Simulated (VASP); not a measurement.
MgS in VASP 6.6.1, single-point calculation

INCAR

```
LWAVE = .FALSE.
NBANDS = 11
SIGMA = 0.02
ISMEAR = -1
NSW = 0
LASPH = .TRUE.
GGA = PE
LREAL = .FALSE.
EDIFF = 1E-7
ISIF = 2
PREC = Accurate
IBRION = -1
NELECT = 7
LCHARG = .FALSE.
NELM = 60
ENCUT = 520
```

KPOINTS

```
KPOINTS created by Atomic Simulation Environment
0
Gamma
8 8 8
0 0 0
```

POSCAR

```
Mg S
 1.0000000000000000
     0.0000000000000000    2.7315938338999999    2.5332669928999998
     2.7315938338999999    0.0000000000000000    2.5332669928999998
     2.7315938338999999    2.7315938338999999    0.0000000000000000
 Mg  S
   1   1
Cartesian
  0.0000000000000000  0.0000000000000000  0.0000000000000000
  2.7315938338999999  2.7315938338999999  2.5332669928999998
```

The recommended PBE PAW datasets give the neutral cell 8 valence electrons.

Command

```
mpirun -np 1 vasp_std
```

OSZICAR

```
N       E                     dE             d eps       ncg     rms          rms(c)
DAV:   1     0.148089849015E+02    0.14809E+02   -0.27426E+03  1322   0.462E+02
DAV:   2    -0.937764379522E+01   -0.24187E+02   -0.23630E+02  1630   0.864E+01
DAV:   3    -0.105842553175E+02   -0.12066E+01   -0.11972E+01  1644   0.204E+01
DAV:   4    -0.105928353345E+02   -0.85800E-02   -0.85769E-02  1525   0.202E+00
DAV:   5    -0.105929236233E+02   -0.88289E-04   -0.88288E-04  1615   0.206E-01    0.356E+00
DAV:   6    -0.108975710659E+02   -0.30465E+00   -0.26020E-01  1517   0.184E+00    0.169E+00
DAV:   7    -0.108829538611E+02    0.14617E-01   -0.42539E-02  1457   0.961E-01    0.813E-01
DAV:   8    -0.108846205749E+02   -0.16667E-02   -0.21887E-02  1472   0.706E-01    0.214E-01
DAV:   9    -0.108835709116E+02    0.10497E-02   -0.31935E-03  1545   0.213E-01    0.109E-01
DAV:  10    -0.108835715258E+02   -0.61416E-06   -0.88632E-04  1541   0.119E-01    0.122E-01
DAV:  11    -0.108836056541E+02   -0.34128E-04   -0.37517E-05  1588   0.313E-02    0.205E-01
DAV:  12    -0.108835387048E+02    0.66949E-04   -0.44543E-04  1466   0.762E-02    0.143E-02
DAV:  13    -0.108835371250E+02    0.15798E-05   -0.95530E-06  1487   0.170E-02    0.122E-02
DAV:  14    -0.108835364029E+02    0.72205E-06   -0.12567E-06  1547   0.461E-03    0.288E-03
DAV:  15    -0.108835363021E+02    0.10086E-06   -0.15953E-07   886   0.167E-03    0.174E-04
DAV:  16    -0.108835362931E+02    0.89860E-08   -0.53814E-09   811   0.522E-04
   1 F= -.10883536E+02 E0= -.10882296E+02  d E =-.247978E-02
```

From OUTCAR

```
k-points           NKPTS =     59   k-points in BZ     NKDIM =     59   number of bands    NBANDS=     11

   NELECT =       7.0000    total number of electrons

   dimension x,y,z NGX =    28 NGY =   28 NGZ =   30
   dimension x,y,z NGXF=    56 NGYF=   56 NGZF=   60

  energy-cutoff  :      520.00
  volume of cell :       37.80
      direct lattice vectors                 reciprocal lattice vectors
     0.000000000  2.731593834  2.533266993    -0.183043318  0.183043318  0.197373590
     2.731593834  0.000000000  2.533266993     0.183043318 -0.183043318  0.197373590
     2.731593834  2.731593834  0.000000000     0.183043318  0.183043318 -0.197373590

 k-points in reciprocal lattice and weights: KPOINTS created by Atomic Simulation Env
   0.00000000  0.00000000  0.00000000       0.002
   0.12500000 -0.00000000  0.00000000       0.016
   0.25000000 -0.00000000  0.00000000       0.016
   0.37500000 -0.00000000  0.00000000       0.016
   0.50000000 -0.00000000  0.00000000       0.008
   0.12500000  0.12500000  0.00000000       0.004
   0.25000000  0.12500000  0.00000000       0.016
   0.37500000  0.12500000  0.00000000       0.016
   ...

 E-fermi :   1.9635

 k-point     1 :       0.0000    0.0000    0.0000
  band No.  band energies     occupation
      1      -9.6424      2.00000
      2       2.3555      0.00000
      3       2.6668      0.00000
      4       2.6668      0.00000
      5       6.5925      0.00000
      6      11.2583      0.00000
      7      11.2583      0.00000
      8      12.0548      0.00000
      9      13.0953      0.00000
     10      13.9442      0.00000
     11      15.7915      0.00000

 k-point     2 :       0.1250   -0.0000    0.0000
  band No.  band energies     occupation
      1      -9.5251      2.00000
      2       1.7103      1.99999
      3       2.4521      0.00000
      4       2.5621      0.00000
      5       7.3159      0.00000
      6      11.0658      0.00000
      7      11.3927      0.00000
      8      12.0366      0.00000
      9      12.6920      0.00000
     10      13.2942      0.00000
     11      15.9621      0.00000

 k-point     3 :       0.2500   -0.0000    0.0000
  band No.  band energies     occupation
      1      -9.2157      2.00000
      2       0.3002      2.00000
      3       2.3248      0.00000
      4       2.3308      0.00000
      5       8.1053      0.00000
      6      10.8541      0.00000
      7      11.1251      0.00000
      8      11.7353      0.00000
      9      13.5536      0.00000
     10      13.6452      0.00000
     11      15.4037      0.00000

 k-point     4 :       0.3750   -0.0000    0.0000
  band No.  band energies     occupation
      1      -8.8574      2.00000
      2      -0.8604      2.00000
      3       2.1237      0.00066
      4       2.2217      0.00000
      5       8.0726      0.00000
      6      10.2477      0.00000
      7      11.0376      0.00000
      8      12.2283      0.00000
      9      14.9868      0.00000
     10      15.4525      0.00000
     11      15.5090      0.00000

 k-point     5 :       0.5000   -0.0000    0.0000
  band No.  band energies     occupation
      1      -8.6893      2.00000
      2      -1.3124      2.00000
      3       2.0438      0.03546
      4       2.1818      0.00004
      5       7.9704      0.00000
      6      10.0289      0.00000
      7      10.8467      0.00000
      8      12.6263      0.00000
      9      15.4558      0.00000
     10      16.8187      0.00000
     11      17.5111      0.00000

 ...

  Total       -8.7963546     -8.7963546     -7.0754040      0.0000000     -0.0000000      0.0000000
  in kB     -372.7950213   -372.7950213   -299.8600572      0.0000000     -0.0000000      0.0000000
  external PRESSURE =    -348.4833666 kB  Pullay stress =       0.0000000 kB

 POSITION                                       TOTAL-FORCE (eV/Angst)
 -----------------------------------------------------------------------------------
      0.00000      0.00000      0.00000        -0.000000     -0.000000     -0.000000
      2.73159      2.73159      2.53327         0.000000      0.000000      0.000000
 -----------------------------------------------------------------------------------
    total drift:                                0.000000      0.000000      0.000000

  FREE ENERGIE OF THE ION-ELECTRON SYSTEM (eV)
  ---------------------------------------------------
  free  energy   TOTEN  =       -10.8835362931 eV

  energy  without entropy=      -10.8810565161  energy(sigma->0) =      -10.88229640
```

It converged. Results: pressure -34.8 GPa.

The cell is charged and sits in a uniform background.

For comparison, a separate PBE run of the intended cell, on usual settings and not on those above, gives a gap of 2.36 eV on its mesh and a pressure of -3.2 GPa.

The run above took about 19 s on one core of a shared host (Intel Xeon Platinum 8488C) and held 0.17 GiB at most.
